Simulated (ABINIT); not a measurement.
The system is Ti.

```
Ti
1.0
     4.56737    0.00000    0.00000
    -2.28369    3.95546    0.00000
     0.00000    0.00000    2.82624
Ti
3
Direct
  0.66667 0.33333 0.50000
  0.33333 0.66667 0.50000
  0.00000 0.00000 0.00000
```

This isn't the form of Ti at room conditions, which is hcp.

Base run:

* Program: ABINIT 10.8.3 (patched build)
* Functional: LDA
* Potentials or basis: JTH PAW PBE v2.0
* Cutoff: 490 eV
* k mesh: 7 × 7 × 9
* Occupations: fermi-dirac, width 0.05 eV
* Spin: no spin polarisation

Its results: band gap on the k mesh none (metal or under the smearing width); pressure -7.7 GPa.

Task: After a change of settings the same cell gave: band gap on the k mesh none (metal or under the smearing width); pressure -3.2 GPa. Which change was it?
A. functional from LDA to AM05
B. functional from LDA to BLYP
C. functional from LDA to SCAN
D. functional from LDA to r2SCAN

Result: A.

AM05 binds less tightly than LDA, so the same cell stands under more pressure.

Caveats: the PAW data sets were made with another functional, which shifts forces and pressure a little.

Runs at the PBE level aren't shown here.
